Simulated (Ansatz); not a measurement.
## Sc under changes of volume

One of the cells (25.002 Å³/atom); the others are scaled copies at fixed shape and fractional positions:

```
Sc
1.0
     3.30900    0.00000    0.00000
    -1.65450    2.86568    0.00000
     0.00000    0.00000    5.27330
Sc
2
Cartesian
  1.6545 0.9552 3.9550
  0.0000 1.9105 1.3183
```

* Program: Ansatz 0.2.0
* Functional: PBEsol
* Potentials or basis: JTH PAW
* Cutoff: 1350 eV (not typed: the program's choice for these potentials)
* k mesh: 9 × 9 × 5
* Occupations: fermi-dirac, width 0.05 eV
* Spin: no spin polarisation

```csv
volume (Å³/atom),energy over the lowest point (meV/atom),pressure (GPa)
23.502,0.00,0.5
24.002,0.51,-0.7
24.502,4.60,-1.8
25.002,11.95,-2.8
25.502,22.30,-3.7
26.002,?,?
26.502,50.94,-5.3
```

**Question.** What does the run at 26.002 Å³/atom give?

**Answer.** Energy over the lowest point 35.37 meV/atom; pressure -4.6 GPa.

Worked out: A Birch-Murnaghan fit of order 3 (a polynomial in V^(-2/3)) to the other rows has its minimum at 23.68 Å³/atom with B0 = V·E''(V) = 57 GPa and B' = 3.3 at fixed shape and positions, which overstates the stiffness. It gives 35.37 meV/atom at 26.002 Å³/atom, against the run's 35.37, and -dE/dV = -4.6 GPa, against -4.6.

Energies are extrapolated to zero smearing.
